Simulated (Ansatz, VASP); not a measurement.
# GaN (generalised stacking fault on (001) of GaN (basal glide set)): VASP beside Ansatz

One calculation is typed for both programs; each brings its own data sets. How far apart do they land? The cell is taken from a series of runs on this material, whose earlier steps may have relaxed, scaled, displaced or heated it; both programs get it as it stands. Other levels of theory on this material are compared in a session of their own.

Program: Ansatz 0.2.0. Level of theory: plane waves, with VASP 6.6.1 beside it; single point at PBE. Results are calculated unless marked as measured.

## (1) Starting point

The cell holds 16 atoms: 8 N and 8 Ga. Cell: a = 3.220 Å, b = 3.220 Å, c = 20.960 Å, α = 90.0°, β = 90.0°, γ = 120.0°. It derives from GaN. 64 atoms of GaN, stacked on (0 0 1); one fault a cell: the periodic image above is shifted rigidly by 0.000 A along the in-plane vector of length 5.577 A (<112> type); atoms relaxed along the normal alone with the MACE-MP-0b2 potential. Lattice constants are starting values near those of PBE. Folded to one surface cell (a quarter of the atoms). The structure's axis is c.

Structure file:

```xyz
16
Lattice="3.2200 0.0000 0.0000 -1.6100 2.7886 0.0000 0.0000 0.0000 20.9600" Properties=species:S:1:pos:R:3 pbc="T T T"
N     0.0000    1.8591    5.6445
N     1.6100    2.7886    8.2645
N     0.0000    1.8591   10.8845
N     1.6100    2.7886   13.5045
N     0.0000    1.8591   16.1245
N     1.6100    2.7886   18.7445
N     0.0000    1.8591    0.4045
N     1.6100    2.7886    3.0245
Ga    0.0000    1.8591    7.6200
Ga    1.6100    2.7886   10.2400
Ga    0.0000    1.8591   12.8600
Ga    1.6100    2.7886   15.4800
Ga    0.0000    1.8591   18.1000
Ga    1.6100    2.7886   20.7200
Ga    0.0000    1.8591    2.3800
Ga    1.6100    2.7886    5.0000
```

## (2) VASP: single point, PBE

A single point gives forces, pressure and levels at one fixed geometry, so differences don't come from the geometry; what else differs is listed under the comparison.

Lines of VASP's logs that name or quote its potential files are left out, and so is its time.

INCAR

```
SYSTEM = GaN
PREC = Accurate
ENCUT = 600
EDIFF = 1E-06
NELM = 120
ISMEAR = -1
SIGMA = 0.025
LREAL = .FALSE.
ALGO = Normal
GGA = PE
NBANDS = 89
LORBIT = 11
LWAVE = .FALSE.
LCHARG = .FALSE.
ISIF = 2
LASPH = .TRUE.
GGA_COMPAT = .FALSE.
EFERMI = MIDGAP
KPAR = 4
```

POSCAR

```
GaN
1.0
    3.2200000000      0.0000000000      0.0000000000
   -1.6100000000      2.7886000000      0.0000000000
    0.0000000000      0.0000000000     20.9600000000
N Ga
8 8
Direct
    0.3333266667      0.6666633333      0.2693000000
    0.9999933333      0.9999966667      0.3943000000
    0.3333266667      0.6666633333      0.5193000000
    0.9999933333      0.9999966667      0.6443000000
    0.3333266667      0.6666633333      0.7693000000
    0.9999933333      0.9999966667      0.8943000000
    0.3333266667      0.6666633333      0.0193000000
    0.9999933333      0.9999966667      0.1443000000
    0.3333266667      0.6666633333      0.3635500000
    0.9999933333      0.9999966667      0.4885500000
    0.3333266667      0.6666633333      0.6135500000
    0.9999933333      0.9999966667      0.7385500000
    0.3333266667      0.6666633333      0.8635500000
    0.9999933333      0.9999966667      0.9885500000
    0.3333266667      0.6666633333      0.1135500000
    0.9999933333      0.9999966667      0.2385500000
```

KPOINTS

```
Automatic mesh
0
Gamma
6 6 1
0 0 0
```

Potentials, in the order of the species: N and Ga_d (PBE family, release 64).

Launch:

```console
> mpirun -np 4 vasp_std
```

Numbers of over 12 decimals in the logs are rounded to 6 here.

Log:

```text
[banner, memory and clock lines left out]
running    4 mpi-ranks, on    1 nodes
 distrk:  each k-point on    1 cores,    4 groups
 distr:  one band on    1 cores,    1 groups

 POSCAR found type information on POSCAR N Ga
 POSCAR found :  2 types and      16 ions
 LDA part: xc-table for (Slater+PW92), standard interpolation
 POSCAR, INCAR and KPOINTS ok, starting setup
 FFT: planning ... GRIDC
 FFT: planning ... GRID_SOFT
 FFT: planning ... GRID
 WAVECAR not read
 entering main loop
       N       E                     dE             d eps       ncg     rms          rms(c)
DAV:   1     0.220065513537E+04    0.22007E+04   -0.62822E+04  1398   0.327E+03
DAV:   2     0.460981604317E+03   -0.17397E+04   -0.16296E+04  1246   0.936E+02
DAV:   3    -0.474432914556E+02   -0.50842E+03   -0.47625E+03  1528   0.300E+02
DAV:   4    -0.107677764397E+03   -0.60234E+02   -0.58839E+02  1419   0.105E+02
DAV:   5    -0.112936697868E+03   -0.52589E+01   -0.52179E+01  1786   0.313E+01    0.215E+01
DAV:   6    -0.965056276600E+02    0.16431E+02   -0.53356E+01  2112   0.565E+01    0.572E+00
DAV:   7    -0.974044348014E+02   -0.89881E+00   -0.11036E+01  1459   0.129E+01    0.549E+00
DAV:   8    -0.973177899886E+02    0.86645E-01   -0.61093E-01  1836   0.689E+00    0.231E+00
DAV:   9    -0.973014320417E+02    0.16358E-01   -0.16452E-01  1515   0.334E+00    0.626E-01
DAV:  10    -0.973046889655E+02   -0.32569E-02   -0.30708E-02  1580   0.116E+00    0.398E-01
DAV:  11    -0.973050397436E+02   -0.35078E-03   -0.17161E-02  1755   0.937E-01    0.134E-01
DAV:  12    -0.973050448990E+02   -0.51554E-05   -0.14990E-03  1572   0.262E-01    0.999E-02
DAV:  13    -0.973050351315E+02    0.97675E-05   -0.31293E-04  1979   0.738E-02    0.244E-02
DAV:  14    -0.973050269333E+02    0.81982E-05   -0.18752E-04  1900   0.122E-01    0.316E-02
DAV:  15    -0.973050240923E+02    0.28410E-05   -0.44907E-05  1507   0.376E-02    0.159E-02
DAV:  16    -0.973050237156E+02    0.37669E-06   -0.94442E-06  1436   0.116E-02
   1 F= -.97305024E+02 E0= -.97305024E+02  d E =-.213404E-15
```

Parts of OUTCAR (step 2):

```text
ion  position               nearest neighbor table
   1  0.333  0.667  0.269-  16 1.97  16 1.97  16 1.97   9 1.98
   2  1.000  1.000  0.394-   9 1.97   9 1.97   9 1.97  10 1.98
   3  0.333  0.667  0.519-  10 1.97  10 1.97  10 1.97  11 1.98
   4  1.000  1.000  0.644-  11 1.97  11 1.97  11 1.97  12 1.98
   5  0.333  0.667  0.769-  12 1.97  12 1.97  12 1.97  13 1.98
   6  1.000  1.000  0.894-  13 1.97  13 1.97  13 1.97  14 1.98
   7  0.333  0.667  0.019-  14 1.97  14 1.97  14 1.97  15 1.98
   8  1.000  1.000  0.144-  15 1.97  15 1.97  15 1.97  16 1.98
   9  0.333  0.667  0.364-   2 1.97   2 1.97   2 1.97   1 1.98
  10  1.000  1.000  0.489-   3 1.97   3 1.97   3 1.97   2 1.98
  11  0.333  0.667  0.614-   4 1.97   4 1.97   4 1.97   3 1.98
  12  1.000  1.000  0.739-   5 1.97   5 1.97   5 1.97   4 1.98
  13  0.333  0.667  0.864-   6 1.97   6 1.97   6 1.97   5 1.98
  14  1.000  1.000  0.989-   7 1.97   7 1.97   7 1.97   6 1.98
  15  0.333  0.667  0.114-   8 1.97   8 1.97   8 1.97   7 1.98
  16  1.000  1.000  0.239-   1 1.97   1 1.97   1 1.97   8 1.98

  LATTYP: Found a hexagonal cell.
 ALAT       =     3.2200000000
 C/A-ratio  =     6.5093167702

 Subroutine GETGRP returns: Found 12 space group operations
 (whereof  2 operations were pure point group operations)

The static configuration has the point symmetry C_1h.
 The point group associated with its full space group is C_6v.

 Found      7 irreducible k-points:

   k-points           NKPTS =      7   k-points in BZ     NKDIM =      7   number of bands    NBANDS=     89

   dimension x,y,z NGX =    28 NGY =   28 NGZ =  168
   dimension x,y,z NGXF=    56 NGYF=   56 NGZF=  336

   ENCUT  =  600.0 eV  44.10 Ry    6.64 a.u.   6.43  6.43 41.86*2*pi/ulx,y,z

   NELECT =     144.0000    total number of electrons

 k-points in reciprocal lattice and weights: Automatic mesh
   0.00000000  0.00000000  0.00000000       0.028
   0.16666667  0.00000000  0.00000000       0.167
   0.33333333  0.00000000  0.00000000       0.167
   0.50000000  0.00000000  0.00000000       0.083
   0.16666667  0.16666667  0.00000000       0.167
   0.33333333  0.16666667  0.00000000       0.333
   0.33333333  0.33333333  0.00000000       0.056

 average (electrostatic) potential at core
       1 -62.3389       2 -62.3389       3 -62.3389       4 -62.3389       5 -62.3389
       6 -62.3389       7 -62.3389       8 -62.3389       9 -63.8156      10 -63.8156
      11 -63.8156      12 -63.8156      13 -63.8156      14 -63.8156      15 -63.8156
      16 -63.8156

 E-fermi :   5.8629

 k-point     1 :       0.0000    0.0000    0.0000
  band No.  band energies     occupation
    ...
     68       4.8521      2.00000
     69       4.8521      2.00000
     70       4.9761      2.00000
     71       5.0047      2.00000
     72       5.0047      2.00000
     73       6.7211      0.00000
     74       7.9432      0.00000
     75       7.9432      0.00000
     76       9.0554      0.00000
     77       9.0607      0.00000
    ...

 k-point     2 :       0.1667    0.0000    0.0000
  band No.  band energies     occupation
    ...
     68       4.3328      2.00000
     69       4.5695      2.00000
     70       4.5695      2.00000
     71       4.7020      2.00000
     72       4.7704      2.00000
     73       8.2658      0.00000
     74       8.8505      0.00000
     75       8.8505      0.00000
     76       9.9731      0.00000
     77       9.9731      0.00000
    ...

 k-point     3 :       0.3333    0.0000    0.0000
  band No.  band energies     occupation
    ...
     68       3.8875      2.00000
     69       3.8875      2.00000
     70       4.0183      2.00000
     71       4.0183      2.00000
     72       4.2813      2.00000
     73       9.3047      0.00000
     74       9.3047      0.00000
     75       9.7178      0.00000
     76       9.7731      0.00000
     77       9.7731      0.00000
    ...

  Total       -0.3022954     -0.3022950     -0.0365697      0.0000000      0.0000000      0.0000000
  in kB       -2.5734085     -2.5734052     -0.3113139      0.0000000      0.0000000      0.0000000
  external PRESSURE =      -1.8193759 kB  Pullay stress =       0.0000000 kB

  energy-cutoff  :      600.00
  volume of cell :      188.21
      direct lattice vectors                 reciprocal lattice vectors
     3.220000000  0.000000000  0.000000000     0.310559006  0.179301442  0.000000000
    -1.610000000  2.788600000  0.000000000     0.000000000  0.358602883  0.000000000
     0.000000000  0.000000000 20.960000000     0.000000000  0.000000000  0.047709924

 POSITION                                       TOTAL-FORCE (eV/Angst)
 -----------------------------------------------------------------------------------
     -0.00002      1.85906      5.64453        -0.000000     -0.000000      0.005803
      1.60998      2.78859      8.26453         0.000000      0.000000      0.005803
     -0.00002      1.85906     10.88453        -0.000000     -0.000000      0.005803
      1.60998      2.78859     13.50453         0.000000      0.000000      0.005803
     -0.00002      1.85906     16.12453        -0.000000     -0.000000      0.005803
      1.60998      2.78859     18.74453         0.000000      0.000000      0.005803
     -0.00002      1.85906      0.40453        -0.000000     -0.000000      0.005803
      1.60998      2.78859      3.02453         0.000000     -0.000000      0.005803
     -0.00002      1.85906      7.62001        -0.000000      0.000000     -0.005803
      1.60998      2.78859     10.24001         0.000000     -0.000000     -0.005803
     -0.00002      1.85906     12.86001        -0.000000      0.000000     -0.005803
      1.60998      2.78859     15.48001         0.000000     -0.000000     -0.005803
     -0.00002      1.85906     18.10001        -0.000000      0.000000     -0.005803
      1.60998      2.78859     20.72001        -0.000000     -0.000000     -0.005803
     -0.00002      1.85906      2.38001         0.000000      0.000000     -0.005803
      1.60998      2.78859      5.00001        -0.000000     -0.000000     -0.005803
 -----------------------------------------------------------------------------------
    total drift:                                0.000001     -0.000002     -0.001029

  FREE ENERGIE OF THE ION-ELECTRON SYSTEM (eV)
  ---------------------------------------------------
  free  energy   TOTEN  =       -97.3050237156 eV

  energy  without entropy=      -97.3050237156  energy(sigma->0) =      -97.30502372

 total charge
# of ion       s       p       d       tot
------------------------------------------
    1        1.222   2.492   0.000   3.714
    2        1.222   2.492   0.000   3.714
    3        1.222   2.492   0.000   3.714
    4        1.222   2.492   0.000   3.714
    5        1.222   2.492   0.000   3.714
    6        1.222   2.492   0.000   3.714
    7        1.222   2.492   0.000   3.714
    8        1.222   2.492   0.000   3.714
    9        0.782   0.862  10.162  11.807
   10        0.782   0.862  10.162  11.807
   11        0.782   0.862  10.162  11.807
   12        0.782   0.862  10.162  11.807
   13        0.782   0.862  10.162  11.807
   14        0.782   0.862  10.162  11.807
   15        0.782   0.862  10.162  11.807
   16        0.782   0.862  10.162  11.807
--------------------------------------------------
tot         16.032  26.832  81.299 124.162

[... 3 further parts left out ...]
```

The run ends at a pressure of -0.18 GPa, with forces up to 0.0058 eV/Å.

(Part 1 of 2 ends here.)

[Lines on the potential files, build, host, timing and source positions are cut from VASP's logs without a mark.]

[Logs are printed without paths, hosts, clocks, repeated set-up lines and the standing remarks that a program may print on its own settings, such as how far it seeks lower states.]

[Hosts, paths, dates, database ids (printed as entryN), source tags and the programs' standing remarks are cut or masked in the printed files.]
